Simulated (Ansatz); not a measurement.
**AlN: moving Al off its site**

AlN, F-43m, a = 4.368 Å (as given, not relaxed at this level: 4.9 GPa). This isn't the usual stable structure of the compound. Ansatz: PBE, PAW, 420 eV, Γ-centred 10×10×10 mesh on 2 atoms, Gaussian smearing 0.05 eV; no spin polarisation.

```xyz
2
Lattice="0.0000 2.1840 2.1840 2.1840 0.0000 2.1840 2.1840 2.1840 0.0000" Properties=species:S:1:pos:R:3 pbc="T T T"
Al    0.0000    0.0000    0.0000
N     3.2760    3.2760    3.2760
```

Atom 1 (Al) moves by x along the unit vector (-0.577, -0.577, -0.577), with its periodic images; all else is held. y is the free energy of the cell over the start, F the force along the path summed over the moved atoms.

| x (Å) | y (meV) | F (eV/Å) |
| --- | --- | --- |
| -0.3000 | ? | ? |
| -0.2250 | 256.9 | 1.86 |
| -0.1500 | 129.2 | 1.51 |
| -0.0750 | 36.5 | 0.91 |
| 0.0000 | 0.0 | 0.00 |
| 0.0750 | 46.5 | -1.31 |
| 0.1500 | 210.1 | -3.15 |
| 0.2250 | 536.0 | -5.68 |
| 0.2625 | 778.1 | -7.28 |
| 0.3000 | 1085.1 | -9.15 |

Task: Fit y = c2 x² + c3 x³ + c4 x⁴ to the energies of the other rows, give the force constant, and predict energy and force of the missing row.

Result: Least squares on the rows shown. y = 7179.1 x² + 12256 x³ + 13220 x⁴. The force constant is 2 c2 = 14.4 eV/Å², for the cell as given, at 4.9 GPa (for all images moving together, not for a lone atom). With two atoms in a cubic cell this is the optical mode at Γ without the LO field: ω = 521.5 √(2 c2/μ) = 651 cm⁻¹ for μ = 9.22 u. The force −dy/dx at the missing row is 2.43 eV/Å (computed 1.99). At x = -0.3000 the fit asked for gives 422.3 meV. The run gave 402.3 meV, so the fit is 20.0 meV too high, 1.8 % of the span of the series, against an rms of 1.1 meV on the fitted rows. The row lies outside the fitted range. With a term in x⁵ added, a fit to the same known rows predicts 398.5 meV, so most of the miss is curvature that the known rows already hold.